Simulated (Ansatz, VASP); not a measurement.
## Mn: VASP beside Ansatz

Contents of INCAR:

```
SYSTEM = Mn
  ALGO = Normal
  EDIFF = 1E-7
  ENCUT = 520
  GGA = CA
  ISIF = 2
  ISMEAR = -1
  ISPIN = 2
  LASPH = .True.
  LCHARG = .True.
  LELF = .True.
  LMAXMIX = 4
  LORBIT = 11
  LREAL = .False.
  LVHAR = .True.
  LWAVE = .False.
  MAGMOM = 0.189
  NBANDS = 16
  NELM = 150
  PREC = Accurate
  SIGMA = 0.05
```

KPOINTS

```
k-points
0
Gamma
  18 18 18
  0 0 0
```

File POSCAR:

```
Mn
1.0
   -1.3991895865      1.3991895865      1.3991895865
    1.3991895865     -1.3991895865      1.3991895865
    1.3991895865      1.3991895865     -1.3991895865
Mn
1
Direct
    0.0000000000      0.0000000000      0.0000000000
```

Input for Ansatz:

```yaml
crystal:
  lattice:
    - [-1.3991895865, 1.3991895865, 1.3991895865]
    - [1.3991895865, -1.3991895865, 1.3991895865]
    - [1.3991895865, 1.3991895865, -1.3991895865]
  atoms:
    - { symbol: Mn, position: [0.0, 0.0, 0.0], spin: 0.189 }
hamiltonian:
  xc: lda
  pseudopotentials:
    kind: paw
    azcp:
      Mn: "pseudopotentials/Mn.paw.azcp"
basis:
  ecutwfc: 420
  fft_grid_basis: typed
kpoints:
  mp_grid: { grid: [18, 18, 18], shift: [0, 0, 0] }
magnetization:
  spin_polarized: true
scf:
  occupations: { method: fermi_dirac, width: 0.05 }
  lower_state_search: "off"
output:
  stress: true
  write_density: true
  write_potential: true
  elf: true
  volumetric_format: npy
```

Alike in both runs: task single point; functional LDA; k mesh 18 × 18 × 18; occupations fermi-dirac, width 0.05 eV; collinear spin.

|  | VASP | Ansatz |
| --- | --- | --- |
| version | VASP 6.6.1 | Ansatz 0.2.0 |
| potentials or method | VASP PAW LDA potentials, release 64 (Mn_pv) | plane waves (420 eV) with PAW, scalar-relativistic |
| plane-wave cutoff (eV) | 520 | 420 |
| valence electrons in the cell | 13 | 15 |

```csv
,VASP,Ansatz,Ansatz less VASP
pressure (GPa),-21.8,-20.1,+1.76
net moment per atom (μB),0.00,0.65,+0.651
size of the moment on the site where the two differ most (μB),0.00,0.64,+0.636
```

The net moments differ so much that the two runs ended in different magnetic states, which moves the other rows too. Site moments also hang on the region over which each program counts them. The two sets of potentials don't hold the same shells in valence. Ansatz warned: «pseudo_functional_mismatch».

Caveats: so large a pressure means that the cell lies far from this level's equilibrium, or that cutoff or potentials fall short (VASP).
